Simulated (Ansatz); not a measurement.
# CuCl2 in Ansatz: the effect of functional

CuCl2:

```
CELL_PARAMETERS angstrom
4.49031 0.00000 0.00000
0.00000 4.49031 0.00000
0.00000 0.00000 4.28873
ATOMIC_POSITIONS crystal
Cu 0.00000 0.00000 0.00000
Cl 0.00000 0.50000 0.00000
Cl 0.50000 0.00000 0.00000
```

Measurements of this composition are mostly on another form, of space group No. 12.

The cell isn't the ideal one: volume scaled by 0.98.

Alike in all runs:

```yaml
Program: Ansatz 0.2.0
Task: single point
Potentials_or_basis: Ansatz PAW
k_mesh: 6 × 6 × 6
Occupations: fermi-dirac, width 0.05 eV
Spin: no spin polarisation
```

Problem. One run gave: pressure -0.1 GPa. Which functional did it use?
A. PBEsol
B. LDA
C. r2SCAN

Solution. C.

```csv
functional,cutoff,pressure (GPa)
LDA,420 eV (not typed: the program's choice for these potentials),-2.7
PBEsol,420 eV (not typed: the program's choice for these potentials),-1.0
r2SCAN,500 eV (not typed: the program's choice for these potentials),-0.1
```

Caveats: an odd number of electrons without spin polarisation forces a metal; a magnetic or distorted state may lie lower; the run has no spin polarisation, though such a crystal can be magnetic; the PAW data sets come from PBE, with cores solved anew for the run's functional, which leaves a small shift of forces and pressure; this functional lacks dispersion, which binds the layers, so the pressure and a relaxed spacing across them are unreliable (some runs).
